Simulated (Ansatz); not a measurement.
Runs of Ansatz 0.2.0 on MgO. Symmetry: Fm-3m, No. 225, cubic system. The conventional cell has a = 4.194 Å, b = 4.194 Å, c = 4.194 Å, α = 90.00°, β = 90.00°, γ = 90.00°. Mg (site symmetry m-3m) is surrounded by 6 O at 2.10 Å. O (site symmetry m-3m) has 6 Mg at 2.10 Å as nearest neighbours. The cell is a database's computed one.

```csv
task,level,potentials or basis,cell,k mesh,cutoff (eV),smearing,basis error allowed,gap on the mesh (eV),pressure (GPa),relaxed volume (Å³/atom)
relaxation of cell and atoms,RPBE+D4,"all-electron LAPW, scalar-relativistic",relaxed,11 × 11 × 11,-,fermi-dirac 0.05 eV,0.001 eV/atom,4.71,0.0,9.47
relaxation of cell and atoms,BLYP+D4,"all-electron LAPW, scalar-relativistic",relaxed,11 × 11 × 11,-,fermi-dirac 0.05 eV,0.001 eV/atom,4.95,0.0,(b)
relaxation of cell and atoms,PBEsol,"all-electron LAPW, scalar-relativistic",relaxed,11 × 11 × 11,-,fermi-dirac 0.05 eV,0.001 eV/atom,4.62,0.0,9.36
single point,PBE,"all-electron LAPW, scalar-relativistic",as given,8 × 8 × 8,275,fermi-dirac 0.03 eV,0.003 eV/atom,4.86,7.0,-
relaxation of cell and atoms,PBEsol+D4,"all-electron LAPW, scalar-relativistic",relaxed,11 × 11 × 11,-,fermi-dirac 0.05 eV,0.001 eV/atom,4.72,0.0,(a)
Born charges and dielectric tensor,PBE,all-electron PAW datasets made for the crystal,as given,11 × 11 × 11,400,fixed,-,4.86,-,-
Born charges and dielectric tensor,PBEsol,all-electron PAW datasets made for the crystal,as given,11 × 11 × 11,400,fixed,-,4.76,-,-
band structure,revPBE,"all-electron LAPW, scalar-relativistic",as given,11 × 11 × 11,316,fermi-dirac 0.05 eV,0.001 eV/atom,4.95,10.8,-
```

Alike in all rows: no spin polarisation.

Question: Fill in the values left out.

Answer: (a) 9.26; (b) 9.40.

Caveats: an odd mesh through Γ misses points on the zone boundary, where band edges often lie (some runs); the program warned that the printed levels may be off, so bands, gaps and densities of states are rough (some runs).

Not every run made on this cell is shown here.
